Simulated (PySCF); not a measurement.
Atoms are numbered as in `[CH3:1][C:2](=[O:3])[OH:4]` (H(Xn): hydrogen on atom n).

GIAO shifts from PySCF 2.14.0 with density-fitted response routines on PBE0-D3(BJ)/def2-TZVP geometries (one conformer, non-relativistic, equivalent nuclei averaged), against TMS at the same level and in the same medium; PCM means IEF-PCM chloroform.

Measured (solution, CDCl3, 298 K; Fulmer et al., Organometallics 2010, 29, 2176; solution, not stated per compound (mostly CDCl3 or CCl4); Pretsch, Buehlmann, Badertscher, Structure Determination of Organic Compounds, 4th ed. (2009)): C2 176.0, C1 21.7, H(C1) 2.10 ppm.

Which unscaled values do B97-2/pcSseg-2, gas; WP04/pcSseg-2, PCM; wB97X-D/pcSseg-2, PCM give, and how close are they?

Results:


```
atoms  measured  B97-2/pcSseg-2, gas  WP04/pcSseg-2, PCM  wB97X-D/pcSseg-2, PCM
   C2     176.0                177.7               187.2                  187.0
   C1      21.7                 20.6                23.6                   22.6
H(C1)      2.10                 2.00                2.17                   2.14
```

Mean absolute error for ¹³C: B97-2/pcSseg-2, gas 1.4, WP04/pcSseg-2, PCM 6.5, wB97X-D/pcSseg-2, PCM 6.0 ppm.

Mean absolute error for ¹H: B97-2/pcSseg-2, gas 0.10, WP04/pcSseg-2, PCM 0.07, wB97X-D/pcSseg-2, PCM 0.04 ppm.

Hydrogen bonding in solution deshields acid and N–H amide carbonyl carbons by as much as 10 ppm beyond these values.
